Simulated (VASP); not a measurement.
# Ir (Fm-3m) in VASP: settings compared

One crystal, Ir, is run at these levels: PBE, PBEsol, LDA, r2SCAN; tasks: optical spectrum, phonons, band structure.

All numbers are computed with VASP 6.6.1; they aren't measurements. Logs are shortened: lines on timing, memory, paths and dates and some standing lists are left out, and cuts for length are marked.

### 1 The crystal as given

It takes space group Fm-3m (No. 225, cubic). Conventional cell: a = 3.835 Å, b = 3.835 Å, c = 3.835 Å, α = 90.00°, β = 90.00°, γ = 90.00°. Ir (site symmetry m-3m) has 12 Ir at 2.71 Å as nearest neighbours.

### 2 Optical spectrum, PBE, spin-orbit coupling, no magnetisation

Input file INCAR:

```
SYSTEM = Ir
PREC = Accurate ; ENCUT = 520
EDIFF = 1E-6 ; ISMEAR = 0
SIGMA = 0.05 ; LREAL = .False.
LASPH = .True. ; NELM = 80
ALGO = Normal ; ISIF = 2
LWAVE = .False. ; LCHARG = .False.
MAGMOM = 0 0 0 ; LORBIT = 11
LSORBIT = .True. ; GGA_COMPAT = .False.
LMAXMIX = 4 ; GGA = PE
LOPTICS = .True. ; NBANDS = 73
NEDOS = 3000 ; CSHIFT = 0.05
KPAR = 4
```

Input file KPOINTS:

```
Automatic mesh
0
Gamma
  22 22 22
  0 0 0
```

Input file POSCAR:

```
Ir                                      
1.0
    0.0000000000      1.9172882887      1.9172882887
    1.9172882887      0.0000000000      1.9172882887
    1.9172882887      1.9172882887      0.0000000000
  Ir            
     1
Direct
     0.0000000000000000    0.0000000000000000    0.0000000000000000
```

Potentials or basis: VASP PAW PBE potentials, release 64 (Ir).

On the command line:

```sh
> cat potpaw_PBE.64/Ir/POTCAR > POTCAR
> mpirun -np 4 vasp_ncl > vasp.out
```

OUTCAR:

```text
SYSTEM = Ir
   PREC = Accurate
   ENCUT = 520
   EDIFF = 1E-6
   ISMEAR = 0
   LREAL = .False.
   LASPH = .True.
   NELM = 80
   ISIF = 2
   LORBIT = 11
   LSORBIT = .True.
   GGA = PE

 ion  position               nearest neighbor table
   1  0.000  0.000  0.000-

  LATTYP: Found a face centered cubic cell.
 ALAT       =     3.8345765774

  Lattice vectors:

 A1 = (   0.0000000000,   1.9172882887,   1.9172882887)
 A2 = (   1.9172882887,   0.0000000000,   1.9172882887)
 A3 = (   1.9172882887,   1.9172882887,   0.0000000000)

Analysis of symmetry for initial positions (statically):
=====================================================================
 Subroutine PRICEL returns:
 Original cell was already a primitive cell.

 Routine SETGRP: Setting up the symmetry group for a
 face centered cubic supercell.

 Subroutine GETGRP returns: Found 48 space group operations
 (whereof 48 operations were pure point group operations)
 out of a pool of 48 trial point group operations.

The static configuration has the point symmetry O_h .

Analysis of symmetry for dynamics (positions and initial velocities):
=====================================================================
 Subroutine PRICEL returns:
 Original cell was already a primitive cell.

 Routine SETGRP: Setting up the symmetry group for a
 face centered cubic supercell.

 Subroutine GETGRP returns: Found 48 space group operations
 (whereof 48 operations were pure point group operations)
 out of a pool of 48 trial point group operations.

The dynamic configuration has the point symmetry O_h .

Analysis of structural, dynamic, and magnetic symmetry:
=====================================================================
 Subroutine PRICEL returns:
 Original cell was already a primitive cell.

 Routine SETGRP: Setting up the symmetry group for a
 face centered cubic supercell.

 Subroutine GETGRP returns: Found 48 space group operations
 (whereof 48 operations were pure point group operations)
 out of a pool of 48 trial point group operations.

The overall configuration has the point symmetry O_h .

 Subroutine INISYM returns: Found 48 space group operations
[... 774 lines left out ...]
     0.00000     0.00000     0.00000     0.00000     0.00000     0.00000     0.00000
     1.15157    53.61796    53.61796    53.61796    -0.00000    -0.00000     0.00000
     2.30314    33.76517    33.76517    33.76517    -0.00000    -0.00000     0.00000
     3.45472    14.41583    14.41583    14.41583     0.00000     0.00000     0.00000
     4.60629    12.15630    12.15630    12.15630     0.00000     0.00000     0.00000
     5.75786     3.43796     3.43796     3.43796    -0.00000    -0.00000     0.00000
[... 92 lines left out ...]
   112.85410     0.00011     0.00011     0.00011     0.00000     0.00000    -0.00000
   114.00567     0.00010     0.00010     0.00010     0.00000     0.00000    -0.00000

  frequency dependent      REAL DIELECTRIC FUNCTION (independent particle, no local field effects) density-density
     E(ev)        X           Y           Z          XY          YZ          ZX
  --------------------------------------------------------------------------------------------------------------
     0.00000   374.45853   374.45853   374.45853     0.00000     0.00000     0.00000
     1.15157    32.69604    32.69604    32.69604    -0.00000    -0.00000     0.00000
     2.30314    -7.21051    -7.21051    -7.21051    -0.00000     0.00000    -0.00000
     3.45472    -5.06650    -5.06650    -5.06650     0.00000    -0.00000    -0.00000
     4.60629    -6.33436    -6.33436    -6.33436    -0.00000    -0.00000    -0.00000
     5.75786    -2.45806    -2.45806    -2.45806    -0.00000    -0.00000    -0.00000
[... 92 lines left out ...]
   112.85410     0.89082     0.89082     0.89082    -0.00000    -0.00000    -0.00000
   114.00567     0.89327     0.89327     0.89327    -0.00000    -0.00000    -0.00000

  frequency dependent IMAGINARY DIELECTRIC FUNCTION (independent particle, no local field effects) current-current
     E(ev)      X         Y         Z        XY        YZ        ZX
  --------------------------------------------------------------------------------------------------------------
     0.00000  1189.38438  1189.38438  1189.38438    -0.00000    -0.00000    -0.00000
     1.15157    56.78903    56.78903    56.78903     0.00000     0.00000    -0.00000
     2.30314    33.37178    33.37178    33.37178    -0.00000    -0.00000    -0.00000
     3.45472    14.22605    14.22605    14.22605    -0.00000    -0.00000    -0.00000
     4.60629    11.98258    11.98258    11.98258     0.00000     0.00000    -0.00000
     5.75786     3.37538     3.37538     3.37538     0.00000     0.00000    -0.00000
[... 92 lines left out ...]
   112.85410     0.00001     0.00001     0.00001    -0.00000     0.00000    -0.00000
   114.00567     0.00001     0.00001     0.00001    -0.00000     0.00000    -0.00000

  frequency dependent      REAL DIELECTRIC FUNCTION (independent particle, no local field effects) current-current
     E(ev)        X           Y           Z          XY          YZ          ZX
  --------------------------------------------------------------------------------------------------------------
     0.00000   130.93897   130.93897   130.93897    -0.00000    -0.00000    -0.00000
     1.15157    28.34423    28.34423    28.34423     0.00000     0.00000     0.00000
     2.30314    -8.60040    -8.60040    -8.60040    -0.00000    -0.00000     0.00000
     3.45472    -5.45464    -5.45464    -5.45464    -0.00000    -0.00000     0.00000
     4.60629    -6.57263    -6.57263    -6.57263    -0.00000     0.00000     0.00000
     5.75786    -2.49320    -2.49320    -2.49320     0.00000     0.00000     0.00000
[... 92 lines left out ...]
   112.85410     0.89087     0.89087     0.89087     0.00000    -0.00000     0.00000
   114.00567     0.89332     0.89332     0.89332     0.00000    -0.00000     0.00000

 Spin-Orbit-Coupling matrix elements

 Ion:    1  E_soc:     -0.7781786
 l=   1
     0.0000000    -0.0391117    -0.0391117
    -0.0391117     0.0000000    -0.0391117
    -0.0391117    -0.0391117     0.0000000
 l=   2
     0.0000000    -0.0154771     0.0000000    -0.0154771    -0.0751076
    -0.0154771     0.0000000    -0.0563307    -0.0154771    -0.0187769
     0.0000000    -0.0563307     0.0000000    -0.0563307     0.0000000
    -0.0154771    -0.0154771    -0.0563307     0.0000000    -0.0187769
    -0.0751076    -0.0187769     0.0000000    -0.0187769     0.0000000
 l=   3
     0.0000000     0.0000000     0.0000000     0.0000000     0.0000000     0.0000000     0.0000000
     0.0000000     0.0000000     0.0000000     0.0000000     0.0000000     0.0000000     0.0000000
     0.0000000     0.0000000     0.0000000     0.0000000     0.0000000     0.0000000     0.0000000
     0.0000000     0.0000000     0.0000000     0.0000000     0.0000000     0.0000000     0.0000000
     0.0000000     0.0000000     0.0000000     0.0000000     0.0000000     0.0000000     0.0000000
     0.0000000     0.0000000     0.0000000     0.0000000     0.0000000     0.0000000     0.0000000
     0.0000000     0.0000000     0.0000000     0.0000000     0.0000000     0.0000000     0.0000000

 total charge

# of ion       s       p       d       tot
------------------------------------------
    1        0.677   0.761   6.978   8.416

 magnetization (x)

# of ion       s       p       d       tot
------------------------------------------
    1        0.000   0.000  -0.000  -0.000

 magnetization (y)

# of ion       s       p       d       tot
------------------------------------------
    1        0.000   0.000  -0.000  -0.000

 magnetization (z)

# of ion       s       p       d       tot
------------------------------------------
    1        0.000   0.000   0.000   0.000
```

Wall time 62 s (4 MPI ranks of Intel Xeon 6975P-C (Granite Rapids), shared host); peak memory 0.7 GiB.

What came out:

- Free energy: -9.2199 eV
- Pressure: 12.2 GPa
- Valence electrons inside the program's atomic spheres: Ir 8.42

Dielectric function (mean over the directions given):
```tsv
energy (eV)	real part	imaginary part
0.31	-2.36	121.16
1.31	10.19	56.32
2.30	-7.21	33.77
3.38	-3.52	13.03
4.38	-6.02	11.21
5.45	-3.85	5.38
6.45	-0.53	4.15
7.52	-0.08	3.25
8.52	2.55	3.82
9.60	1.13	5.05
10.59	-0.31	5.37
11.67	-0.68	3.64
12.67	-0.83	2.97
13.74	0.28	2.54
14.74	0.59	2.22
15.81	0.89	2.15
16.81	1.44	2.41
17.89	2.41	3.06
18.89	0.64	3.57
19.96	0.44	3.96
```

Caveat: independent-particle spectra lack excitons.

### 3 Phonons, PBEsol

Input file POSCAR:

```
Ir
1.0
    0.0000000000      1.9172882880      1.9172882880
    1.9172882880      0.0000000000      1.9172882880
    1.9172882880      1.9172882880      0.0000000000
  Ir
     1
Direct
     0.0000000000000000    0.0000000000000000    0.0000000000000000
```

Input file INCAR.step1:

```
ALGO = Normal
EDIFF = 1E-8
EDIFFG = -0.002
ENCUT = 600
GGA = PS
IBRION = 2
ISIF = 3
ISMEAR = 1
KPAR = 2
LASPH = T
LCHARG = F
LREAL = F
LWAVE = F
NELM = 80
NSW = 40
PREC = Accurate
SIGMA = 0.2
```

Input file INCAR.step2:

```
ALGO = Normal
EDIFF = 1E-8
ENCUT = 600
GGA = PS
IBRION = 6
ISIF = 2
ISMEAR = 1
KPAR = 2
LASPH = T
LCHARG = F
LREAL = F
LWAVE = F
NELM = 80
NFREE = 2
NSW = 1
POTIM = 0.015
PREC = Accurate
SIGMA = 0.2
```

Input file KPOINTS:

```
k-points
0
Gamma
  30 30 30
```

Potentials or basis: VASP PAW PBE potentials, release 64 (Ir).

On the command line:

```sh
> cat potpaw_PBE.64/Ir/POTCAR > POTCAR
> cp INCAR.step1 INCAR
> mpirun -np 2 vasp_std > vasp.out
> cp CONTCAR POSCAR
> cp INCAR.step2 INCAR
> mpirun -np 2 vasp_std > vasp.out
```

OUTCAR:

```text
EDIFF = 1E-8
   ENCUT = 600
   GGA = PS
   IBRION = 6
   ISIF = 2
   ISMEAR = 1
   LASPH = T
   LREAL = F
   NELM = 80
   NFREE = 2
   NSW = 1
   POTIM = 0.015
   PREC = Accurate

 ion  position               nearest neighbor table
   1  0.000  0.000  0.000-

  LATTYP: Found a face centered cubic cell.
 ALAT       =     3.8336391836

  Lattice vectors:

 A1 = (   0.0000000000,   1.9168195918,   1.9168195918)
 A2 = (   1.9168195918,   0.0000000000,   1.9168195918)
 A3 = (   1.9168195918,   1.9168195918,   0.0000000000)

Analysis of symmetry for initial positions (statically):
=====================================================================
 Subroutine PRICEL returns:
 Original cell was already a primitive cell.

 Routine SETGRP: Setting up the symmetry group for a
 face centered cubic supercell.

 Subroutine GETGRP returns: Found 48 space group operations
 (whereof 48 operations were pure point group operations)
 out of a pool of 48 trial point group operations.

The static configuration has the point symmetry O_h .

Analysis of symmetry for dynamics (positions and initial velocities):
=====================================================================
 Subroutine PRICEL returns:
 Original cell was already a primitive cell.

 Routine SETGRP: Setting up the symmetry group for a
 face centered cubic supercell.

 Subroutine GETGRP returns: Found 48 space group operations
 (whereof 48 operations were pure point group operations)
 out of a pool of 48 trial point group operations.

The dynamic configuration has the point symmetry O_h .

 Subroutine INISYM returns: Found 48 space group operations
 (whereof 48 operations are pure point group operations),
[... 219 lines left out ...]
  ext. energy  EPLUGINS =         0.00000000
  ---------------------------------------------------
  free energy    TOTEN  =        -9.81893072 eV

  energy without entropy =       -9.81887044  energy(sigma->0) =       -9.81891063

 E-fermi :  10.3115     XC(G=0): -14.1274

 val. band max:       10.3111035762   @ k =   0.5000   0.4000   0.1000
 cond. band min:      10.3151918742   @ k =   0.3000   0.2333   0.0000
 fundamental gap:      0.0040882980
 Fermi energy:        10.3114941696

 k-point     1 :       0.0000    0.0000    0.0000
  band No.  band energies     occupation
      1      -0.9158      2.00000
      2       6.3915      2.00000
      3       6.3915      2.00000
      4       6.3915      2.00000
      5       9.1259      2.00000
      6       9.1259      2.00000
      7      24.6326      0.00000
      8      30.2323      0.00000
[... 243 lines left out ...]
 k-point    24 :       0.2667    0.0333    0.0000
  band No.  band energies     occupation
      1       1.4131      2.00000
      2       5.8351      2.00000
      3       6.8254      2.00000
      4       6.8745      2.00000
      5       9.1465      2.00000
      6       9.5779      2.00000
      7      23.9831      0.00000
      8      27.1312      0.00000

 [... further k-points ...]

------------------------ aborting loop because EDIFF is reached ----------------------------------------

  FORCE on cell =-STRESS in cart. coord.  units (eV):
  Direction    XX          YY          ZZ          XY          YZ          ZX
  --------------------------------------------------------------------------------------
  -------------------------------------------------------------------------------------
  Total        0.0007072      0.0007072      0.0007072      0.0000000     -0.0000000      0.0000000
  in kB        0.0804398      0.0804398      0.0804398      0.0000000     -0.0000000      0.0000000
  external PRESSURE =       0.0804398 kB  Pullay stress =       0.0000000 kB
[... 16 lines left out ...]
  FREE ENERGIE OF THE ION-ELECTRON SYSTEM (eV)
  ---------------------------------------------------
  free  energy   TOTEN  =        -9.8189307246 eV

  energy  without entropy=       -9.8188704412  energy(sigma->0) =       -9.81891063

 INTERNAL STRAIN TENSORS FROM DISPLACED ATOMS
 ============================================

 INTERNAL STRAIN TENSOR FOR ION    1 for displacements in x,y,z  (eV/Angst):
          X           Y           Z          XY          YZ          ZX
  --------------------------------------------------------------------------------
  x     0.00000     0.00000     0.00000     0.00000     0.00000     0.00000
  y     0.00000     0.00000     0.00000     0.00000     0.00000     0.00000
  z     0.00000     0.00000     0.00000     0.00000     0.00000     0.00000

 Eigenvectors and eigenvalues of the dynamical matrix
 ----------------------------------------------------

   1 f/i=    0.000000 THz     0.000000 2PiTHz    0.000000 cm-1     0.000000 meV
             X         Y         Z           dx          dy          dz
      0.000000  0.000000  0.000000     0.485643   -0.874157    0.000000

   2 f/i=    0.000000 THz     0.000000 2PiTHz    0.000000 cm-1     0.000000 meV
             X         Y         Z           dx          dy          dz
      0.000000  0.000000  0.000000    -0.874157   -0.485643    0.000000

   3 f/i=    0.000000 THz     0.000000 2PiTHz    0.000000 cm-1     0.000000 meV
             X         Y         Z           dx          dy          dz
      0.000000  0.000000  0.000000     0.000000    0.000000    1.000000

 ELASTIC MODULI CONTR FROM IONIC RELAXATION (kBar)
 Direction    XX          YY          ZZ          XY          YZ          ZX
 --------------------------------------------------------------------------------
 XX           0.0000      0.0000      0.0000      0.0000      0.0000      0.0000
 YY           0.0000      0.0000      0.0000      0.0000      0.0000      0.0000
 ZZ           0.0000      0.0000      0.0000      0.0000      0.0000      0.0000
 XY           0.0000      0.0000      0.0000      0.0000      0.0000      0.0000
 YZ           0.0000      0.0000      0.0000      0.0000      0.0000      0.0000
 ZX           0.0000      0.0000      0.0000      0.0000      0.0000      0.0000
 --------------------------------------------------------------------------------
```

Run time: 2.3 min. Hardware: 2 MPI ranks of AMD EPYC 9R45 (Zen 5), shared host; peak memory 0.28 GiB.

Results:

| Property | Result |
| --- | --- |
| Relaxed volume | 14.09 Å³/atom |
| Relaxed cell | a = 2.711 Å, b = 2.711 Å, c = 2.711 Å, α = 60.00°, β = 60.00°, γ = 60.00° |
| Space group after relaxing (to 0.05 Å) | Fm-3m (No. 225) |

Final structure:
```xyz
1
Lattice="0.0000 1.9168 1.9168 1.9168 0.0000 1.9168 1.9168 1.9168 0.0000" Properties=species:S:1:pos:R:3 pbc="T T T"
Ir    0.0000    0.0000    0.0000
```

Caveat: the PAW data sets were made with another functional, which shifts forces and pressure a little.

### 4 Band structure, PBE

Input file INCAR:

```
PREC = Accurate
ENCUT = 520
EDIFF = 1E-6
ISMEAR = 1
SIGMA = 0.1
LREAL = False
LASPH = True
NELM = 80
ALGO = Normal
ISIF = 2
LWAVE = False
LCHARG = False
LMAXMIX = 4
GGA = PE
NBANDS = 10
KPAR = 4
```

Input file KPOINTS:

```
Automatic mesh
0
Gamma
  16 16 16
```

Input file POSCAR:

```
Ir                                      
1.0
    0.0000000000      1.9172882887      1.9172882887
    1.9172882887      0.0000000000      1.9172882887
    1.9172882887      1.9172882887      0.0000000000
  Ir            
     1
Direct
     0.0000000000000000    0.0000000000000000    0.0000000000000000
```

Input file KPOINTS_OPT:

```
explicit points
252
Reciprocal
 0.0000000000  0.0000000000  0.0000000000 1
 0.0357142857  0.0000000000  0.0357142857 1
 0.0714285714  0.0000000000  0.0714285714 1
 0.1071428571  0.0000000000  0.1071428571 1
 0.1428571429  0.0000000000  0.1428571429 1
 0.1785714286  0.0000000000  0.1785714286 1
[... 244 lines left out ...]
 0.4924546700  0.0075453300  0.5000000000 1
 0.5075453300 -0.0075453300  0.5000000000 1
```

On the command line:

```sh
> cat potpaw_PBE.64/Ir/POTCAR > POTCAR
> mpirun -np 4 vasp_std > vasp.out
```

Wall time 6 s (4 MPI ranks of Intel Xeon Platinum 8488C (Sapphire Rapids), shared host); peak memory 0.15 GiB.

Results (log left out):

- Free energy: -8.8259 eV
- Pressure: 11.4 GPa
- Band gap along the path: none (metal or under the smearing width)

Levels at the corners of the path, in eV from the Fermi level:
| point | band 2 | band 3 | band 4 | band 5 | band 6 | band 7 |
| --- | --- | --- | --- | --- | --- | --- |
| Γ | -3.90 | -3.90 | -3.90 | -1.19 | -1.19 | 14.32 |
| X | -7.37 | 0.88 | 1.50 | 1.50 | 1.70 | 10.57 |
| X | -7.37 | 0.88 | 1.50 | 1.50 | 1.70 | 10.57 |
| W | -4.89 | -4.89 | -1.80 | 1.50 | 8.26 | 9.10 |
| W | -4.89 | -4.89 | -1.80 | 1.50 | 8.26 | 9.10 |
| K | -6.01 | -2.90 | -0.88 | 0.63 | 6.38 | 7.73 |
| K | -6.01 | -2.90 | -0.88 | 0.63 | 6.38 | 7.73 |
| Γ | -3.90 | -3.90 | -3.90 | -1.19 | -1.19 | 14.32 |
| Γ | -3.90 | -3.90 | -3.90 | -1.19 | -1.19 | 14.32 |
| L | -4.01 | -4.01 | -0.77 | 0.91 | 0.91 | 7.31 |
| L | -4.01 | -4.01 | -0.77 | 0.91 | 0.91 | 7.31 |
| U | -6.01 | -2.90 | -0.88 | 0.63 | 6.38 | 7.73 |
| U | -6.01 | -2.90 | -0.88 | 0.63 | 6.38 | 7.73 |
| W | -4.89 | -4.89 | -1.80 | 1.50 | 8.26 | 9.10 |
| W | -4.89 | -4.89 | -1.80 | 1.50 | 8.26 | 9.10 |
| L | -4.01 | -4.01 | -0.77 | 0.91 | 0.91 | 7.31 |
| L | -4.01 | -4.01 | -0.77 | 0.91 | 0.91 | 7.31 |
| K | -6.01 | -2.90 | -0.88 | 0.63 | 6.38 | 7.73 |
| U | -6.01 | -2.90 | -0.88 | 0.63 | 6.38 | 7.73 |
| X | -7.37 | 0.88 | 1.50 | 1.50 | 1.70 | 10.57 |

Caveat: spin-orbit coupling is left out, which moves the levels of the heavy elements.

(Part 1 of 2 ends here.)
